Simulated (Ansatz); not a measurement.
SiC: changing the share of exact exchange

Symmetry: P6_3mc, No. 186, hexagonal system. Conventional cell: a = 3.076 Å, b = 3.076 Å, c = 5.048 Å, α = 90.00°, β = 90.00°, γ = 120.00°. Si (site symmetry 3m) is surrounded by 4 C at 1.87 to 1.94 Å. Around C (site symmetry 3m) lie 4 Si at 1.87 to 1.94 Å.

Kept alike: task single point; functional HSE06 form with a typed share of exact exchange; k mesh 5 × 5 × 3; occupations fermi-dirac, width 0.05 eV; no spin polarisation. Program: Ansatz, Ansatz PAW, cutoff 420 eV. Screening held at 0.2 Å⁻¹. The mesh is that of the run's cell of 4 atoms. No spin-orbit coupling.

| share of exact exchange, α | pressure (GPa) |
| --- | --- |
| 0.05 | 2.75 |
| 0.1 | 1.79 |
| 0.15 | 0.85 |
| 0.2 | -0.08 |
| 0.25 | -1.00 |
| 0.3 | -1.90 |
| 0.4 | -3.67 |
| 0.5 | -5.38 |

The k mesh is coarse, so the values aren't converged. Pressure is positive in compression, with a Pulay correction for the finite cutoff. All rows use potentials made for PBE. The mesh is thin for exact exchange.

Problem. What does the share of exact exchange change here?

Solution. The pressure falls from 2.75 to -5.38 GPa between 0.05 and 0.5. Exact exchange shortens the bonds here, so the pressure at fixed cell falls.
